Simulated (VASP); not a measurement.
Input of a VASP 6.6.1 run:

File INCAR:

```
ALGO     = Normal         # electronic algorithm
EDIFF    = 1E-6           # SCF threshold, eV
ENCUT    = 520            # plane-wave cutoff, eV
GGA      = PE             # functional
ISIF     = 2              # what is computed and relaxed
ISMEAR   = -1             # smearing method
LASPH    = True           # aspherical terms in the spheres
LCHARG   = False          # write CHGCAR
LREAL    = False          # projectors in reciprocal space
LWAVE    = False          # write WAVECAR
NBANDS   = 15             # bands
NELM     = 80             # most SCF steps
PREC     = Accurate       # precision mode
SIGMA    = 0.02           # smearing width, eV
```

File KPOINTS:

```
k-points
0
Gamma
  7 7 7
```

File POSCAR:

```
KI
1.0
    0.0000000000      3.5327750000      3.5327750000
    3.5327750000      0.0000000000      3.5327750000
    3.5327750000      3.5327750000      0.0000000000
K I
1 1
Direct
    0.0000000000      0.0000000000      0.0000000000
    0.5000000000      0.5000000000      0.5000000000
```

Potentials or basis: VASP PAW PBE potentials, release 64 (K_sv, I).

The run is started by

```console
$ cat potpaw_PBE.64/K_sv/POTCAR potpaw_PBE.64/I/POTCAR > POTCAR
$ mpirun -np 1 vasp_std > vasp.out
```

**Question.** Estimate the band gap on the k mesh.

**Answer.** 3.96 eV.

**Question.** Predict the pressure.

**Answer.** 0.6 GPa.

Caveat: spin-orbit coupling is left out, which moves the levels of the heavy elements; an odd mesh through Γ misses points on the zone boundary, where band edges can lie.

**What was measured.**

A printed reference work, monograph reports, for a bulk crystal of KI: band gap 6.32 eV.

Against the measured gap of KI, 6.32 eV (a printed reference work, monograph), the calculated 3.96 eV is off by -2.36 eV. Spin-orbit coupling on I is left out. The value is that of PBE on a finite k mesh, which can miss the band edges, without temperature or zero-point motion. Semilocal functionals fall short of measured gaps as a rule.
